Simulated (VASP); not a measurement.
# Al2Cu (Khatyrkite): Al into a neighbouring Al vacancy

Aim: the barrier for one hop in Al2Cu (Khatyrkite): Al into a neighbouring Al vacancy. The start is a cell from a database of measured crystal structures.

Calculated with VASP 6.6.1; PBE; plane waves and PAW (Cu, Al).

### Step 1. The host crystal

The structure is tetragonal, space group I4/mcm (No. 140). The conventional cell has a = 6.067 Å, b = 6.067 Å, c = 4.877 Å, α = 90.00°, β = 90.00°, γ = 90.00°. Cu has 2 Cu at 2.44 Å and 8 Al at 2.59 Å nearest. Nearest to Al lie 4 Cu at 2.59 Å and 1 Al at 2.71 Å. Farther neighbours are not listed.

### Step 2. Relax the host

The later steps need the crystal at this functional's own lattice; a raised cutoff keeps the stress reliable while the cell changes.

INCAR reads:

```
SYSTEM = Al2Cu
PREC = Accurate
ENCUT = 390
EDIFF = 1E-06
NELM = 120
ISMEAR = 1
SIGMA = 0.15
LREAL = .FALSE.
ALGO = Normal
GGA = PE
NBANDS = 23
LASPH = .TRUE.
LORBIT = 11
LWAVE = .FALSE.
LCHARG = .FALSE.
KPAR = 3
IBRION = 2
NSW = 40
ISIF = 3
EDIFFG = -0.02
POTIM = 0.4
```

POSCAR reads:

```
Al2Cu
1.0
   -3.0335000000      3.0335000000      2.4385000000
    3.0335000000     -3.0335000000      2.4385000000
    3.0335000000      3.0335000000     -2.4385000000
Cu Al
2 4
Direct
    0.2500000000      0.2500000000      0.0000000000
    0.7500000000      0.7500000000      0.0000000000
    0.3419000000      0.1581000000      0.5000000000
    0.8419000000      0.3419000000      0.1838000000
    0.6581000000      0.8419000000      0.5000000000
    0.1581000000      0.6581000000      0.8162000000
```

KPOINTS reads:

```
Automatic mesh
0
Gamma
6 6 6
0 0 0
```

The projector-augmented-wave data sets are Cu and Al (PBE family, release 64).

Started as:

```bash
> mpirun -np 3 vasp_std
```

Output:

```text
[banner, memory and clock lines left out]
running    3 mpi-ranks, on    1 nodes
 distrk:  each k-point on    1 cores,    3 groups
 distr:  one band on    1 cores,    1 groups

 POSCAR found type information on POSCAR CuAl
 POSCAR found :  2 types and       6 ions
 LDA part: xc-table for (Slater+PW92), standard interpolation
 POSCAR, INCAR and KPOINTS ok, starting setup
 FFT: planning ... GRIDC
 FFT: planning ... GRID_SOFT
 FFT: planning ... GRID
 WAVECAR not read
 entering main loop
       N       E                     dE             d eps       ncg     rms          rms(c)
DAV:   1     0.166300052217E+03    0.16630E+03   -0.11527E+04  1380   0.132E+03
DAV:   2    -0.183656084922E+02   -0.18467E+03   -0.17597E+03  1380   0.285E+02
DAV:   3    -0.278754303176E+02   -0.95098E+01   -0.89132E+01  1944   0.838E+01
DAV:   4    -0.280978301159E+02   -0.22240E+00   -0.22216E+00  1978   0.111E+01
DAV:   5    -0.281019655305E+02   -0.41354E-02   -0.41349E-02  2047   0.140E+00    0.213E+01
DAV:   6    -0.337090490488E+02   -0.56071E+01   -0.13522E+02  1671   0.308E+02    0.182E+01
DAV:   7    -0.239950062706E+02    0.97140E+01   -0.32723E+01  1685   0.119E+02    0.479E+00
DAV:   8    -0.234582162127E+02    0.53679E+00   -0.32383E+00  2183   0.376E+01    0.101E+00
DAV:   9    -0.234418370259E+02    0.16379E-01   -0.22311E-01  2245   0.474E+00    0.604E-01
DAV:  10    -0.234480505887E+02   -0.62136E-02   -0.16772E-02  2215   0.280E+00    0.746E-01
DAV:  11    -0.234376081422E+02    0.10442E-01   -0.33800E-02  2113   0.504E+00    0.130E-01
DAV:  12    -0.234377419581E+02   -0.13382E-03   -0.31268E-03  2245   0.578E-01    0.615E-02
DAV:  13    -0.234377529916E+02   -0.11034E-04   -0.64648E-05  1863   0.683E-02    0.555E-02
DAV:  14    -0.234377065986E+02    0.46393E-04   -0.91185E-05  2050   0.266E-01    0.151E-02
DAV:  15    -0.234377039521E+02    0.26465E-05   -0.15414E-05  2155   0.627E-02    0.538E-03
DAV:  16    -0.234377035757E+02    0.37644E-06   -0.10705E-06  1030   0.315E-02
   1 F= -.23437704E+02 E0= -.23435988E+02  d E =-.234377E+02
 curvature:   0.00 expect dE= 0.000E+00 dE for cont linesearch  0.000E+00
 trial: gam= 0.00000 g(F)=  0.634E-04 g(S)=  0.947E-02 ort = 0.000E+00 (trialstep = 0.100E+01)
 search vector abs. value=  0.953E-02
 bond charge predicted
       N       E                     dE             d eps       ncg     rms          rms(c)
DAV:   1    -0.234689260159E+02   -0.31222E-01   -0.46711E-01  2029   0.108E+01    0.122E+00
DAV:   2    -0.234673410346E+02    0.15850E-02   -0.26674E-01  1862   0.145E+01    0.102E+00
DAV:   3    -0.234460500926E+02    0.21291E-01   -0.89472E-02  1815   0.869E+00    0.322E-01
DAV:   4    -0.234443764456E+02    0.16736E-02   -0.46472E-03  2116   0.792E-01    0.908E-02
DAV:   5    -0.234442483408E+02    0.12810E-03   -0.59599E-04  2095   0.617E-01    0.145E-02
DAV:   6    -0.234442509223E+02   -0.25815E-05   -0.39269E-05  1869   0.496E-02    0.399E-03
DAV:   7    -0.234442507248E+02    0.19746E-06   -0.66607E-07   915   0.155E-02
   2 F= -.23444251E+02 E0= -.23443330E+02  d E =-.654715E-02
[...]
3 F= -.23445138E+02 E0= -.23444397E+02  d E =-.743436E-02
[...]
4 F= -.23445153E+02 E0= -.23444448E+02  d E =-.744930E-02
[...]
5 F= -.23445840E+02 E0= -.23445309E+02  d E =-.687245E-03
[...]
6 F= -.23445841E+02 E0= -.23445472E+02  d E =-.688412E-03
[...]
7 F= -.23445895E+02 E0= -.23445451E+02  d E =-.742046E-03
 curvature:  -0.90 expect dE=-0.238E-03 dE for cont linesearch -0.155E-06
 trial: gam= 0.29907 g(F)=  0.155E-03 g(S)=  0.109E-03 ort =-0.139E-04 (trialstep = 0.121E+01)
 search vector abs. value=  0.355E-03
 bond charge predicted
       N       E                     dE             d eps       ncg     rms          rms(c)
DAV:   1    -0.234464005300E+02   -0.50538E-03   -0.60990E-03  1879   0.139E+00    0.141E-01
DAV:   2    -0.234464321674E+02   -0.31637E-04   -0.39543E-03  1892   0.177E+00    0.113E-01
DAV:   3    -0.234461376456E+02    0.29452E-03   -0.12778E-03  1883   0.103E+00    0.243E-02
DAV:   4    -0.234461328766E+02    0.47690E-05   -0.52291E-05  1765   0.528E-02    0.107E-02
DAV:   5    -0.234461311028E+02    0.17738E-05   -0.77919E-06  2004   0.682E-02    0.296E-03
DAV:   6    -0.234461311141E+02   -0.11334E-07   -0.56996E-07   837   0.763E-03
   8 F= -.23446131E+02 E0= -.23445732E+02  d E =-.236193E-03
 trial-energy change:   -0.000236  1 .order   -0.000229   -0.000313   -0.000145
 step:   1.9525(harm=  2.2512)  dis= 0.00248  next Energy=   -23.446178 (dE=-0.283E-03)
 reached required accuracy - stopping structural energy minimisation
```

Elapsed: 28 s, on 3 MPI ranks of Intel Xeon 6975P-C (Granite Rapids), shared host; peak memory 0.59 GiB; 83 s of CPU time.

The logs omit lines about the potential files and the build; timing stands in the text.

Parts of OUTCAR (step 2):

```text
ion  position               nearest neighbor table
   1  0.250  0.250  0.000-   2 2.44   2 2.44   6 2.59   4 2.59   6 2.59   4 2.59   3 2.59   3 2.59
                             5 2.59   5 2.59
   2  0.750  0.750  0.000-   1 2.44   1 2.44   6 2.59   4 2.59   6 2.59   4 2.59   5 2.59   5 2.59
                             3 2.59   3 2.59
   3  0.342  0.158  0.500-   1 2.59   1 2.59   2 2.59   2 2.59   5 2.71   5 2.90   5 2.90   6 3.10
                             4 3.10   6 3.10   4 3.10   6 3.23   4 3.23   4 3.23   6 3.23
   4  0.842  0.342  0.184-   1 2.59   2 2.59   2 2.59   1 2.59   6 2.71   6 2.90   6 2.90   3 3.10
                             5 3.10   3 3.10   5 3.10   3 3.23   5 3.23   3 3.23   5 3.23
   5  0.658  0.842  0.500-   2 2.59   2 2.59   1 2.59   1 2.59   3 2.71   3 2.90   3 2.90   6 3.10
                             4 3.10   6 3.10   4 3.10   6 3.23   4 3.23   6 3.23   4 3.23
   6  0.158  0.658  0.816-   1 2.59   2 2.59   2 2.59   1 2.59   4 2.71   4 2.90   4 2.90   3 3.10
                             5 3.10   5 3.10   3 3.10   3 3.23   5 3.23   3 3.23   5 3.23

  LATTYP: Found a body centered tetragonal cell.
 ALAT       =     6.0670000000
 C/A-ratio  =     0.8038569309

 Subroutine GETGRP returns: Found 16 space group operations
 (whereof  8 operations were pure point group operations)

The static configuration has the point symmetry C_4h.
 The point group associated with its full space group is D_4h.

 Found     30 irreducible k-points:

   k-points           NKPTS =     30   k-points in BZ     NKDIM =     30   number of bands    NBANDS=     23

   dimension x,y,z NGX =    32 NGY =   32 NGZ =   32
   dimension x,y,z NGXF=    64 NGYF=   64 NGZF=   64

   ENCUT  =  390.0 eV  28.66 Ry    5.35 a.u.   7.95  7.95  7.95*2*pi/ulx,y,z

   NELECT =      34.0000    total number of electrons

 k-points in reciprocal lattice and weights: Automatic mesh
   0.00000000  0.00000000  0.00000000       0.005
   0.16666667 -0.00000000  0.00000000       0.037
   0.33333333 -0.00000000  0.00000000       0.037
   0.50000000 -0.00000000  0.00000000       0.019
   0.16666667  0.16666667  0.00000000       0.037
   0.33333333  0.16666667  0.00000000       0.074
   0.50000000  0.16666667  0.00000000       0.074
  -0.33333333  0.16666667 -0.00000000       0.074
  -0.16666667  0.16666667  0.00000000       0.019
[...]
-0.33333333 -0.33333333  0.33333333       0.009
   0.50000000  0.50000000  0.50000000       0.005

 average (electrostatic) potential at core
       1 -64.4000       2 -64.4000       3 -72.5942       4 -72.5942       5 -72.5942
       6 -72.5942

 E-fermi :   7.7799

 k-point     1 :       0.0000    0.0000    0.0000
  band No.  band energies     occupation
    ...
     15       6.5217      2.00000
     16       6.7264      2.00000
     17       6.7264      2.00000
     18       7.1135      2.00000
     19       7.5635      2.06024
     20       8.0315     -0.03905
     21       9.2896     -0.00000
     22       9.2896     -0.00000
     23       9.4873     -0.00000

 k-point     2 :       0.1667   -0.0000    0.0000
  band No.  band energies     occupation
    ...
     14       5.2654      2.00000
     15       5.9562      2.00000
     16       6.1658      2.00000
     17       7.0576      2.00000
     18       7.1487      2.00000
     19       8.0532     -0.02717
     20       9.2804     -0.00000
     21      10.3406     -0.00000
     22      10.4235     -0.00000
     23      11.6295      0.00000

 k-point     3 :       0.3333   -0.0000    0.0000
  band No.  band energies     occupation
    ...
     13       4.8683      2.00000
     14       5.1931      2.00000
     15       5.3283      2.00000
     16       5.5874      2.00000
     17       7.5276      2.03868
     18       8.5909     -0.00000
     19       9.7476     -0.00000
     20      10.4833     -0.00000
     21      10.6122     -0.00000
     22      12.7905      0.00000
    ...

  Total       -0.0180051     -0.0180051     -0.0449758      0.0000000      0.0000000      0.0000000
  in kB       -0.3223746     -0.3223746     -0.8052773      0.0000000      0.0000000      0.0000000
  external PRESSURE =      -0.4833422 kB  Pullay stress =       0.0000000 kB

  energy-cutoff  :      390.00
  volume of cell :       89.48
      direct lattice vectors                 reciprocal lattice vectors
    -3.013309552  3.013309552  2.463750044     0.000000000  0.165930513  0.202942665
     3.013309552 -3.013309552  2.463750044     0.165930513  0.000000000  0.202942665
     3.013309552  3.013309552 -2.463750044     0.165930513  0.165930513  0.000000000

 POSITION                                       TOTAL-FORCE (eV/Angst)
 -----------------------------------------------------------------------------------
      0.00000      0.00000      1.23188        -0.000000     -0.000000      0.000000
      0.00000      0.00000      3.69563         0.000000     -0.000000      0.000000
      0.95734      2.05597      0.00000         0.010936     -0.010936      0.000000
     -0.95734      2.05597      2.46375        -0.010936     -0.010936     -0.000000
      2.05597      0.95734      2.46375        -0.010936      0.010936      0.000000
      3.97065      0.95734     -0.00000         0.010936      0.010936      0.000000
 -----------------------------------------------------------------------------------
    total drift:                               -0.000000     -0.000000      0.000000

  FREE ENERGIE OF THE ION-ELECTRON SYSTEM (eV)
  ---------------------------------------------------
  free  energy   TOTEN  =       -23.4461311141 eV

  energy  without entropy=      -23.4449327306  energy(sigma->0) =      -23.44573165

 reached required accuracy - stopping structural energy minimisation

 total charge
# of ion       s       p       d       tot
------------------------------------------
    1        0.494   0.511   9.118  10.124
    2        0.494   0.511   9.118  10.124
    3        0.421   0.338   0.000   0.759
    4        0.421   0.338   0.000   0.759
    5        0.421   0.338   0.000   0.759
    6        0.421   0.338   0.000   0.759
--------------------------------------------------
tot          2.671   2.375  18.237  23.282

[... 3 further parts left out ...]
```

CONTCAR:

```
Al2Cu
   1.00000000000000
    -3.0133095524618465    3.0133095524618465    2.4637500440555882
     3.0133095524618465   -3.0133095524618465    2.4637500440555882
     3.0133095524618465    3.0133095524618465   -2.4637500440555882
  Cu              Al
     2     4
Direct
     0.2500000000000000    0.2500000000000000    0.0000000000000000
     0.7500000000000000    0.7500000000000000    0.0000000000000000
     0.3411477727137971    0.1588522272862029    0.5000000000000000
     0.8411477727137971    0.3411477727137971    0.1822955454275871
     0.6588522272862029    0.8411477727137971    0.5000000000000000
     0.1588522272862029    0.6588522272862029    0.8177044545724128
```

The k-mesh is coarse for a metal. The run keeps the 16 symmetry operations of its start, so it cannot find a distortion of lower symmetry.

Relaxation path:

```tsv
step	energy less that of the first step (eV)	largest force (eV/Å)	pressure (GPa)	volume (Å³)
1	0.0000	0.0203	-0.42	89.76
2	-0.0065	0.0378	0.05	89.35
3	-0.0074	0.0460	0.26	89.16
4	-0.0074	0.0473	0.32	89.12
5	-0.0081	0.0359	0.01	89.42
6	-0.0081	0.0280	-0.23	89.64
7	-0.0082	0.0316	-0.13	89.54
8	-0.0084	0.0155	-0.05	89.48
```

```tsv
conventional cell, symmetrised	before	after	change
a (Å)	6.067	6.027	-0.7 %
b (Å)	6.067	6.027	-0.7 %
c (Å)	4.877	4.928	+1.0 %
volume (Å³/atom)	14.96	14.91	-0.3 %
```

Final coordinates:

```
Cu Al
1.0
    -3.01331    3.01331    2.46375
     3.01331   -3.01331    2.46375
     3.01331    3.01331   -2.46375
Cu Al
2 4
Cartesian
  0.0000 0.0000 1.2319
  0.0000 0.0000 3.6956
  0.9573 2.0560 0.0000
  -0.9573 2.0560 2.4638
  2.0560 0.9573 2.4638
  3.9707 0.9573 0.0000
```

This step gave:

```yaml
electronic_cycles: 60
electrons: 34
free_energy_toten: -23.45 eV
energy_at_zero_smearing: -23.45 eV
fermi_energy: 7.780 eV
labelled_metallic_from_the_levels_on_this_mesh: yes
```

The run ended after 8 ionic steps, 0.008 eV below its first step, once forces and stress met EDIFFG = -0.02.

(Continued in part 2 of 4.)

[Lines on the potential files, build, host, timing and source positions are cut from VASP's logs without a mark.]

[Logs are printed without paths, hosts, clocks, repeated set-up lines and the standing remarks that a program may print on its own settings, such as how far it seeks lower states.]

[Hosts, paths, dates, database ids (printed as entryN), source tags and the programs' standing remarks are cut or masked in the printed files.]

[Runs that stopped without an error message from VASP are left out.]
